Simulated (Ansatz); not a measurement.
Ge: pressure against volume scale

All results are calculated (Ansatz 0.2.0). Periodic Kohn-Sham DFT of a crystal at fixed atoms, scaled to volume_scale times the given cell; pressure positive in compression, energy less spherical unpolarised free atoms, largest_vzz the field gradient of largest size among the nuclei.

The cell before it is scaled or strained (space group Fd-3m, No. 227):
```
CELL_PARAMETERS angstrom
0.00000 2.82880 2.82880
2.82880 0.00000 2.82880
2.82880 2.82880 0.00000
ATOMIC_POSITIONS crystal
Ge 0.50000 0.50000 0.50000
Ge 0.75000 0.75000 0.75000
```

Settings of every row: method all-electron PAW; functional PBE; relativity scalar; k mesh 10x10x10; filling fermi-dirac; smearing width 0.05 eV; nucleus gaussian.

Atom start moment: 0 on all atoms.

Limits: small gap, it may come from the mesh.

```csv
row,volume scale,V (Å³/atom),pressure (GPa)
1,0.94,21.278,9.045
2,0.98,22.184,5.233
3,0.99,22.41,4.414
4,1.01,22.863,?
5,1.02,23.089,2.227
6,1.06,23.995,-0.214
```

Question: what pressure should row 4 give?

Worked fit of pressure. Take u = (V_r/V)^(2/3) − 1 with V_r = 22.41 Å³ an atom, which is twice the finite (Eulerian) strain; such expansions in the strain, on which the Birch-Murnaghan equation of state is built, carry the rest volume and the bulk modulus. The shown rows have u = 0.03516, 0.00678, 0, -0.0197, -0.04454. Least squares give pressure = 4.4211 + 119.248 × u + 344.5 × u² GPa; a straight line predicts inner rows, each left out in turn, worse (root mean square 0.26 against 0.023 GPa). The rows lie off it by 0.005, -0.012, -0.007, 0.021, -0.007 (root mean square 0.012 GPa). The pressure vanishes at u = -0.0422, or V = 23.91 Å³ an atom, and there the bulk modulus at fixed shape and fractions is B = −V dP/dV = (2/3)(1 + u) dP/du = 57.6 GPa. The withheld row has u = -0.01325, so the fit gives 4.4211 + 119.248 × (-0.01325) + 344.5 × (-0.01325)² = 2.902 GPa.

The calculation gave 2.922 GPa. The fit lies 0.020 GPa (0.22 % of the column's range) below it; its largest miss of a shown row is 0.021 GPa.
